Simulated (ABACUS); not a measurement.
Ge:

```
Ge
1.0
    -2.57449    2.57449    1.39741
     2.57449   -2.57449    1.39741
     2.57449    2.57449   -1.39741
Ge
2
Cartesian
  0.0000 0.0000 1.3974
  2.5745 0.0000 0.6987
```

This isn't the form of Ge at room conditions, which is diamond.

- Program: ABACUS 3.10.1
- Task: relaxation of cell and atoms
- Functional: rSCAN
- Potentials or basis: SG15 ONCV 1.2 PBE
- Cutoff: 1238 eV
- Density cutoff: 4952 eV
- Basis: plane waves
- k mesh: 7 × 7 × 7
- Occupations: fermi-dirac, width 0.05 eV
- Spin: no spin polarisation

At the start: pressure -2.1 GPa; volume 18.52 Å³/atom.

**Question.** How do energy, volume and symmetry change on relaxing?

**Answer.** Over 9 steps the energy falls by 9.2 meV/atom and the volume is 18.07 Å³/atom (-2.5 %); space group I4_1/amd (No. 141, to 0.05 Å).

Step by step:
| step | energy change (eV) | largest force (eV/Å) | pressure (GPa) | volume (Å³) |
| --- | --- | --- | --- | --- |
| 1 | 0.0000 | 0.0000 | -2.07 | 37.05 |
| 2 | -0.0146 | 0.0000 | 0.76 | 35.73 |
| 3 | -0.0146 | 0.0000 | 0.77 | 35.73 |
| 4 | -0.0180 | 0.0000 | 0.47 | 35.93 |
| 5 | -0.0181 | 0.0000 | 0.42 | 35.97 |
| 6 | -0.0183 | 0.0000 | -0.16 | 36.23 |
| 7 | -0.0184 | 0.0000 | -0.01 | 36.14 |
| 8 | -0.0184 | 0.0000 | 0.03 | 36.14 |
| 9 | -0.0184 | 0.0000 | 0.01 | 36.14 |

Final structure:
```yaml
crystal:
  lattice:
    - [-2.52182, 2.52182, 1.42069]
    - [2.52182, -2.52182, 1.42069]
    - [2.52182, 2.52182, -1.42069]
  atoms:
    - { symbol: Ge, position: [0.50000, 0.50000, 0.00000] }
    - { symbol: Ge, position: [0.25000, 0.75000, 0.50000] }
```

Caveat: the k mesh is coarse (spacing up to 0.37 Å⁻¹), so the values aren't converged; the potentials were made for another functional, which shifts forces and pressure.
